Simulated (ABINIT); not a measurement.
The system is NaCl.

```xyz
2
Lattice="3.5022 0.0000 0.0000 0.0000 3.5022 0.0000 0.0000 0.0000 3.5022" Properties=species:S:1:pos:R:3 pbc="T T T"
Cl    1.7511    1.7511    1.7511
Na    0.0000    0.0000    0.0000
```

Measurements of this composition are mostly on another form, of space group No. 225.

Base run:

| Quantity | Value |
| --- | --- |
| Program | ABINIT 10.8.3 (patched build) |
| Functional | PBE0 |
| Potentials or basis | SPMS NC PBE v1.0 |
| Cutoff | 599 eV |
| k mesh | 6 × 6 × 6 |
| Occupations | fixed |
| Spin | no spin polarisation |

Its results: band gap on the k mesh 6.00 eV, indirect (least direct gap 6.53 eV); pressure -0.5 GPa.

**Question.** The run is repeated on the same cell with these changes: functional from PBE0 to HSE06. What comes out?

**Answer.** Band gap on the k mesh 5.22 eV, indirect (least direct gap 5.75 eV); pressure -0.6 GPa.

Caveats: the potentials were made for another functional, which shifts forces and pressure; Libxc's HSE differs a little from that of other programs (some runs).

A k mesh can miss the band edges.
